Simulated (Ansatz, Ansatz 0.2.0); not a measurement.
# Lattice constants of hexagonal PtSb: no functional tried brings both a and c within 0.5 %

## The question

PtSb crystallises at ambient pressure in the hexagonal nickel arsenide structure, also known as the mineral stumpflite. The reference values for its lattice constants a and c come from a printed reference work on crystal structures of wurtzite, nickel arsenide, caesium chloride compounds. They are compiled values whose method is not stated. We think they most likely go back to room-temperature X-ray diffraction in the older literature. Our starting cell, a diffraction structure from a database, has the same a and c, so the two probably share one origin, and we do not count their agreement as independent confirmation.

| compared with | measured | source's wording or label | method |
| --- | --- | --- | --- |
| a (Å) | 4.13 | 0.4130 nm | compiled value, method not stated |
| c (Å) | 5.472 | 0.5472 nm | compiled value, method not stated |

Conditions are those given with the value in the passage it was taken from; "not stated" means there, and the paper may say more elsewhere.

## How to go about it

We want the cheapest level of theory that gives both lattice constants of PtSb within 0.5 % of the reference, which is about 0.02 Å in a and 0.03 Å in c. That is fine enough to separate functionals, whose usual errors for metals reach one or two per cent. It also leaves room for thermal expansion: the calculations describe a static lattice, and for a compound of such heavy atoms we expect room temperature to add roughly 0.2 to 0.3 % in length, with little from zero-point motion. Judging a and c separately matters in a hexagonal crystal, because errors of opposite sign can cancel in the volume.

The model is the perfect four-atom cell, nonmagnetic and metallic, with cell and atoms relaxed in the space group of the starting structure. We begin with the simplest functional and add a better functional, a denser mesh or missing physics as the results require. Spin–orbit coupling is a candidate for such a step, since both elements are heavy.

Plain PBE is not among the levels examined in this study.

System: PtSb, nickel arsenide type; P6_3/mmc (No. 194), 4 atoms in the primitive cell; the database structure is a diffraction structure: a = 4.130 Å, c = 5.472 Å.

## 1. LDA as the starting point

LDA is the simplest functional for this task, and in compounds of heavy transition metals it often does better than its general reputation for overbinding suggests. We run it on a 12×12×6 mesh, because a metal's Fermi surface needs reasonable sampling before an error can be put down to the functional. We expect a cell somewhat too small, by perhaps one per cent in length, though not necessarily by the same fraction along a and c.

**Run 1.** Ansatz 0.2.0: LDA, cell and atoms relaxed from the database structure, PAW set soft_2, cutoff 420 eV (default), 12x12x6 k mesh, Gaussian smearing 0.1 eV.

Key lines of the input:
```
crystal:
  # lattice and atoms
kpoints:
  mp_grid: { grid: [12, 12, 6] }
hamiltonian:
  xc: lda
scf:
  occupations: { method: gaussian, width: 0.1 }
output:
  stress: true
relax:
  adjacent_minimum: "off"
  max_steps: 60
  cell: { stress_tol: 0.03 }
```

Command:
```
ansatz run input.yaml --threads 4 --pin off --max-ram 8192MiB --backend cpu --events-out ev --progress --plain --runs-dir out
```

Selected lines of the output:
```
relax step   1: F+E_penalty+E_count = -37163.25919186 eV  [...]  P = -0.258 GPa  Ω = 80.831 Å³  (6 SCF iters, dr2 threshold 1.00e-7 eV, accepted)
--- Relaxed structure (4 steps of the walk, 4 accepted, 1 SCFs on fresh bases) ---
  cell:  # Å, volume = 80.7521 Å³
```

Converged; 24 s on 4 cores of Arm Neoverse N1, shared host.

| quantity | run 1 | measured | deviation |
| --- | --- | --- | --- |
| a (Å) | 4.142 | 4.13 | +0.012 (+0.3 %) |
| c (Å) | 5.434 | 5.472 | −0.038 (−0.7 %) |
| conventional cell volume (Å³) | 80.75 |  |  |

LDA meets the target in a but misses it in c, which comes out 0.7 % short. We had expected a cell too small in both directions. Instead a is slightly too long, and the two errors nearly cancel in the volume, which ends within about 0.1 % of that of the starting cell. The fault therefore lies mainly in the shape: c/a is too small by about one per cent. Uniform thermal expansion cannot repair this, since a correction that lengthens c would lengthen a as well.

## 2. PBEsol, with a denser mesh

The next step up is PBEsol, a gradient-corrected functional made for solids that costs little more than LDA. We expect it to lengthen the cell somewhat; whether it also corrects c/a is the real question. The axial ratio of a metal can depend on how well the Fermi surface is sampled, so we run PBEsol both on the mesh used for LDA and on a 15×15×10 mesh, which is refined most along the c axis.

**Run 2.** Ansatz 0.2.0: PBEsol, cell and atoms relaxed from the database structure, PAW set soft_2, cutoff 420 eV (default), 12x12x6 k mesh, Gaussian smearing 0.1 eV.

Key lines of the input, as changed from run 1:
```diff
  hamiltonian:
-   xc: lda
+   xc: pbesol
```

Selected lines of the output:
```
Basis set: ecut = 420 eV, 1585 PW (Γ) [...]
k-points: 76 of 864
relax step   1: F+E_penalty+E_count = -37585.43601154 eV  [...]  P = +2.623 GPa  Ω = 80.831 Å³  (6 SCF iters, dr2 threshold 1.00e-7 eV, accepted)
relax step   2: F+E_penalty+E_count = -37585.41127475 eV  [...]  P = -4.195 GPa  Ω = 85.055 Å³
[...]
relax step   4: F+E_penalty+E_count = -37585.44910811 eV  [...]  P = -0.002 GPa  Ω = 82.334 Å³
relax step   5: F+E_penalty+E_count = -37585.44968421 eV  [...]  P = -0.009 GPa  Ω = 82.334 Å³
--- Relaxed structure (4 steps of the walk, 3 accepted, 1 SCFs on fresh bases) ---
  cell:  # Å, volume = 82.3344 Å³
    - [4.170091752928901, 0.0, 0.0]
    - [-2.0850458764644504, 3.6114053941484094, 0.0]
    - [0.0, 0.0, 5.467128335723785]
```

Converged; 28 s of wall time.

**Run 3.** Ansatz 0.2.0: PBEsol, cell and atoms relaxed from the database structure, PAW set soft_2, cutoff 420 eV (default), 15x15x10 k mesh, Gaussian smearing 0.1 eV.

Key lines of the input, as changed from run 2:
```diff
  kpoints:
-   mp_grid: { grid: [12, 12, 6] }
+   mp_grid: { grid: [15, 15, 10] }
```

Selected lines of the output:
```
--- Relaxed structure (4 steps of the walk, 3 accepted, 1 SCFs on fresh bases) ---
  cell:  # Å, volume = 82.3470 Å³
```

Converged; 95 s on 4 cores of Intel Xeon at 2.50GHz (Skylake/Cascade Lake), shared host.

| quantity | run 2 | run 3 | measured |
| --- | --- | --- | --- |
| a (Å) | 4.170 | 4.167 | 4.13 |
| c (Å) | 5.467 | 5.475 | 5.472 |
| conventional cell volume (Å³) | 82.33 | 82.35 |  |

PBEsol reverses the pattern of LDA: c now agrees within 0.1 %, but a is 0.9 to 1.0 % too long and misses the target on both meshes. Room-temperature expansion would only add to that excess. The denser mesh shortens a by 0.003 Å and lengthens c by 0.008 Å, so sampling affects the shape slightly but accounts for little of the miss in a.

Going from LDA to PBEsol has enlarged the cell without mending its proportions. On the common mesh both functionals give c/a about one per cent below the reference.

## 3. Dispersion and a change of potentials

Two inexpensive changes to PBEsol come next, each made separately on the 12×12×6 mesh. The D3(BJ) dispersion correction should contract the cell. With c/a one per cent off, however, a uniform contraction could at best bring both lengths to the edge of the target, so the correction would have to act more on a than on c. The second run replaces the PAW set with PseudoDojo norm-conserving pseudopotentials, because an error in the description of the cores could distort the shape in the same way for both functionals. We expect it to change little.

**Run 4.** Ansatz 0.2.0: PBEsol+D3(BJ), cell and atoms relaxed from the database structure, PAW set soft_2, cutoff 420 eV (default), 12x12x6 k mesh, Gaussian smearing 0.1 eV.

Key lines of the input, as changed from run 2:
```diff
  hamiltonian:
+   dispersion: d3bj
```

Selected lines of the output:
```
--- Relaxed structure (5 steps of the walk, 4 accepted, 2 SCFs on fresh bases) ---
  cell:  # Å, volume = 79.6497 Å³
```

Converged; 74 s of wall time.

**Run 5.** Ansatz 0.2.0: PBEsol, PseudoDojo norm-conserving pseudopotentials, cell and atoms relaxed from the database structure, cutoff 1143 eV (default), 12x12x6 k mesh, Gaussian smearing 0.1 eV.

Key lines of the input, as changed from run 2:
```diff
  hamiltonian:
+   pseudopotentials: { kind: nc, accuracy: standard }
```

Selected lines of the output:
```
Basis set: ecut = 1142.878222 eV, 7219 PW (Γ) [...]
k-points: 76 of 864
relax step   1: F+E_penalty+E_count = -12046.40628316 eV  [...]  P = +2.473 GPa  Ω = 80.831 Å³  (8 SCF iters, dr2 threshold 1.00e-7 eV, accepted)
relax step   2: F+E_penalty+E_count = -12046.38438840 eV  [...]  P = -4.066 GPa  Ω = 84.815 Å³
[...]
relax step   4: F+E_penalty+E_count = -12046.41851789 eV  [...]  P = -0.002 GPa  Ω = 82.238 Å³
relax step   5: F+E_penalty+E_count = -12046.41887527 eV  [...]  P = +0.016 GPa  Ω = 82.238 Å³
--- Relaxed structure (4 steps of the walk, 3 accepted, 1 SCFs on fresh bases) ---
  cell:  # Å, volume = 82.2384 Å³
    - [4.168846486536444, 0.0, 0.0]
    - [-2.084423243268222, 3.610326961818063, 0.0]
    - [0.0, 0.0, 5.464021784634185]
```

Converged; 2.8 min of wall time.

| quantity | run 4 | run 5 | measured |
| --- | --- | --- | --- |
| a (Å) | 4.118 | 4.169 | 4.13 |
| c (Å) | 5.423 | 5.464 | 5.472 |
| conventional cell volume (Å³) | 79.65 | 82.24 |  |

The dispersion correction does act more on a than on c, shortening them by about 0.05 and 0.04 Å, and so brings c/a closer to the reference. But it contracts the cell too much: a now meets the target at 0.3 % below the reference, while c falls 0.9 % short. PBEsol+D3(BJ) thus fails in the same direction as LDA.

Changing the potentials moves a by only 0.001 Å and c by 0.003 Å. The overlong a of plain PBEsol is therefore not peculiar to the PAW set.

## 4. Spin–orbit coupling and a meta-GGA

Two causes of the wrong shape remain to be tested: missing relativistic physics and the form of the functional. We add spin–orbit coupling to PBEsol, since it is notable in both elements and can shift the bands near the Fermi level. To matter here it would have to shorten a by about 0.02 Å while leaving c nearly alone, and we have no firm expectation of its sign.

Separately, we replace PBEsol by the meta-GGA r2SCAN without spin–orbit coupling. It costs more per step, but it responds to the local character of the bonding and may treat the two directions differently. Both runs keep the 12×12×6 mesh, so that each compares directly with plain PBEsol.

**Run 6.** Ansatz 0.2.0: PBEsol with spin-orbit coupling, cell and atoms relaxed from the database structure, cutoff 420 eV (default), 12x12x6 k mesh, Gaussian smearing 0.1 eV.

Key lines of the input, as changed from run 2:
```diff
  hamiltonian:
+   pseudopotentials: { kind: paw_fr }
+ magnetization:
+   noncollinear: true
+   spin_orbit: true
```

Selected lines of the output:
```
    - [4.166422181668708, 0.0, 0.0]
    - [0.0, 0.0, 5.468245115659542]
```

Converged; 3.4 min on 4 cores of Intel Xeon at 2.70GHz, shared host.

**Run 7.** Ansatz 0.2.0: r2SCAN, cell and atoms relaxed from the database structure, PAW set soft_2, cutoff 500 eV (default), 12x12x6 k mesh, Gaussian smearing 0.1 eV.

Key lines of the input, as changed from run 1:
```diff
  hamiltonian:
-   xc: lda
+   xc: r2scan
```

Selected lines of the output:
```
    - [4.1784261212645415, 0.0, 0.0]
    - [0.0, 0.0, 5.524497107091471]
```

Converged; 2 min on 4 cores of Intel Xeon at 2.50GHz (Skylake/Cascade Lake), shared host.

| quantity | run 6 | run 7 | measured |
| --- | --- | --- | --- |
| a (Å) | 4.166 | 4.178 | 4.13 |
| c (Å) | 5.468 | 5.524 | 5.472 |
| conventional cell volume (Å³) | 82.21 | 83.53 |  |

Spin–orbit coupling, together with the fully relativistic potentials that it requires, shortens a by only 0.004 Å and leaves c almost unchanged. The sign is right, but the size is about a fifth of what was needed, so a remains 0.9 % too long.

r2SCAN misses both lengths, a by 1.2 % and c by 1.0 %, and gives the largest cell so far. Its proportions are nevertheless the best: c/a is only about 0.2 % below the reference, against about one per cent for PBEsol. What remains is a nearly uniform expansion, which a correction of suitable size could remove from both lengths at once.

## 5. Nonlocal correlation added to r2SCAN

The nonlocal correlation term rVV10 adds the dispersion attraction that r2SCAN lacks at longer range, and should contract the cell. To meet the target it must shorten both a and c by at least about 0.03 Å. We expect a contraction of roughly that size, but D3(BJ) on PBEsol has shown that such a correction need not act equally along the two axes.

We also repeat plain r2SCAN on a 6×6×4 mesh. The good axial ratio is the reason for building on this functional, and the comparison will show how strongly it depends on sampling. Being coarser, this mesh tests sensitivity and cannot establish that the 12×12×6 result is converged.

**Run 8.** Ansatz 0.2.0: r2SCAN+rVV10, cell and atoms relaxed from the database structure, PAW set soft_2, cutoff 500 eV (default), 12x12x6 k mesh, Gaussian smearing 0.1 eV.

Key lines of the input, as changed from run 7:
```diff
  hamiltonian:
+   dispersion: rvv10
```

Selected lines of the output:
```
  cell:  # Å, volume = 82.5240 Å³
    - [4.160964610461699, 0.0, 0.0]
    - [0.0, 0.0, 5.50378677327812]
```

Converged; 2.5 min of wall time.

**Run 9.** Ansatz 0.2.0: r2SCAN, cell and atoms relaxed from the database structure, PAW set soft_2, cutoff 500 eV (default), 6x6x4 k mesh, Gaussian smearing 0.1 eV.

Key lines of the input, as changed from run 7:
```diff
  kpoints:
-   mp_grid: { grid: [12, 12, 6] }
+   mp_grid: { grid: [6, 6, 4] }
```

Selected lines of the output:
```
    - [4.1557740696416126, 0.0, 0.0]
    - [0.0, 0.0, 5.583466786247879]
```

Converged; 52 s of wall time.

| quantity | run 8 | run 9 | measured |
| --- | --- | --- | --- |
| a (Å) | 4.161 | 4.156 | 4.13 |
| c (Å) | 5.504 | 5.583 | 5.472 |
| conventional cell volume (Å³) | 82.52 | 83.51 |  |

rVV10 shortens both lengths of r2SCAN by about 0.02 Å, less than the 0.03 Å needed. The result still misses the target, with a 0.7 % and c 0.6 % too long, and thermal expansion would widen both gaps.

The mesh comparison weakens our reason for building on r2SCAN. On the coarser mesh a is about 0.02 Å shorter and c about 0.06 Å longer, which turns a c/a slightly below the reference into one more than one per cent above it. The good proportions on the 12×12×6 mesh may therefore owe something to the sampling, and we have not shown that they would survive a denser one.

The volume is much steadier, changing by only 0.02 Å³ between the two meshes. With rVV10 it is about 2 % above that of the starting cell, whereas lengths at most 0.5 % too long would allow an excess of only about three times that in volume, since a enters twice and c once. A change of shape at this volume could therefore not bring both lengths within the target.

## The runs side by side

| run | settings | a (Å) | deviation | c (Å) | deviation | cost |
| --- | --- | --- | --- | --- | --- | --- |
| 1 | LDA, PAW set soft_2, cutoff 420 eV (default), 12x12x6 k mesh | 4.142 | +0.012 (+0.3 %) | 5.434 | −0.038 (−0.7 %) | 97 core-s |
| 2 | PBEsol, PAW set soft_2, cutoff 420 eV (default), 12x12x6 k mesh | 4.170 | +0.040 (+1.0 %) | 5.467 | −0.005 (−0.1 %) | 1.8 core-min |
| 3 | PBEsol, 15x15x10 mesh | 4.167 | +0.037 (+0.9 %) | 5.475 | +0.003 (+0.1 %) | 6.3 core-min |
| 4 | PBEsol+D3(BJ), PAW set soft_2, cutoff 420 eV (default), 12x12x6 k mesh | 4.118 | −0.012 (−0.3 %) | 5.423 | −0.049 (−0.9 %) | 4.9 core-min |
| 5 | PBEsol, PseudoDojo, cutoff 1143 eV | 4.169 | +0.039 (+0.9 %) | 5.464 | −0.008 (−0.1 %) | 11 core-min |
| 6 | PBEsol with spin-orbit coupling, cutoff 420 eV (default), 12x12x6 k mesh | 4.166 | +0.036 (+0.9 %) | 5.468 | −0.004 (−0.1 %) | 14 core-min |
| 7 | r2SCAN, cutoff 500 eV | 4.178 | +0.048 (+1.2 %) | 5.524 | +0.052 (+1.0 %) | 7.9 core-min |
| 8 | r2SCAN+rVV10, cutoff 500 eV | 4.161 | +0.031 (+0.7 %) | 5.504 | +0.032 (+0.6 %) | 9.8 core-min |
| 9 | r2SCAN, cutoff 500 eV, 6x6x4 mesh | 4.156 | +0.026 (+0.6 %) | 5.583 | +0.111 (+2.0 %) | 3.5 core-min |
|  | measured | 4.13 |  | 5.472 |  |  |

## What the runs support

None of the levels we tried reproduces both lattice constants of PtSb within 0.5 %. r2SCAN+rVV10, the last level tried, leaves a 0.7 % and c 0.6 % too long, at about 10 core-minutes. LDA, the cheapest level, meets the target in a but leaves c 0.7 % short. Its nearly correct volume rests on a cancellation between the two axes.

The most thoroughly checked result is the overlong a of PBEsol. A denser mesh, other potentials and spin–orbit coupling each changed it by 0.1 % or less, against an excess of about one per cent. This points to the functional as the main cause. D3(BJ) removed the excess but made c too short, while rVV10 contracted r2SCAN too little.

Thermal expansion, roughly 0.2 to 0.3 % in length, does not resolve the disagreement. It would worsen the excess lengths of PBEsol and r2SCAN. For LDA it would bring c close to the limit of the target, but a as well, from the other side.

The axial ratio remains unsettled. For r2SCAN it depends strongly on the k mesh, and we tested only a coarser one, where a denser one would have been more useful. LDA's narrow miss in c has no mesh test of its own. The reference leaves a question too: nickel arsenide-type compounds often depart from exact stoichiometry, which can alter both lengths. Whether that affects the compiled values for PtSb we cannot say.

[Logs are printed without paths, hosts, clocks, repeated set-up lines and the standing remarks that a program may print on its own settings, such as how far it seeks lower states.]

[The runs shown are a pick from a larger set of finished runs; failed, doubtful and other runs were left out of it ahead of writing. So were measured values far from every level or from commonly accepted values, and agreement can look better than it is. Lines of input and output are excerpts and may be shortened.]

[Plain PBE was run on this system too; it isn't shown.]
